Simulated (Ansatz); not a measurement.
Co: from a trial structure to a relaxed crystal

These are results of Ansatz, DFT PBEsol, scalar-relativistic, plane waves, PAW, not measurements. Cutoff 420 eV, Γ-centred k mesh, Gaussian smearing, no spin polarisation in the final step.

Co was placed on the trigonal selenium structure type (P3_121, No. 152), at a guessed volume.

```
CELL_PARAMETERS angstrom
3.23218 0.00000 0.00000
-1.61609 2.79915 0.00000
0.00000 0.00000 3.66702
ATOMIC_POSITIONS crystal
Co 0.22540 0.00000 0.33333
Co 0.00000 0.22540 0.66667
Co 0.77460 0.77460 0.00000
```

Cell and atoms relax at zero pressure; the relaxation can't lower the symmetry of the start. After a coarse first stage the cell is made exact in the group found at 0.06 Å.

Energies count from the standard state of Co at the same level.

(1) What does it relax into?

(2) What are its volume, energy, density and gap?

Results:

(1) It ends in Im-3m (No. 229). The result has the bcc structure. Conventional cell: a = 2.723 Å. Co is coordinated by 8 Co at 2.36 Å and 6 Co at 2.72 Å.

```cif
data_structure
_symmetry_space_group_name_H-M 'Im-3m'
_symmetry_Int_Tables_number 229
_cell_length_a 2.7233
_cell_length_b 2.7233
_cell_length_c 2.7233
_cell_angle_alpha 90.000
_cell_angle_beta 90.000
_cell_angle_gamma 90.000
_cell_volume 20.20
loop_
_atom_site_label
_atom_site_type_symbol
_atom_site_symmetry_multiplicity
_atom_site_Wyckoff_symbol
_atom_site_fract_x
_atom_site_fract_y
_atom_site_fract_z
_atom_site_occupancy
Co1 Co 2 a 0.00000 0.00000 0.00000 1
```

(2) The volume per atom is 10.10 Å³. The density is 9.69 g/cm³, the energy over the standard structure is 0.42 eV/atom and the gap on the 28×28×28 mesh is 0 eV (a metal).

The final run used a 28×28×28 mesh on its 1-atom cell and 0.10 eV smearing. The k mesh leaves about 4 meV/atom of noise in metals. Symmetry constrained the relaxation, so the result can be a saddle point. The steps took of the order of 6 core-minutes in all.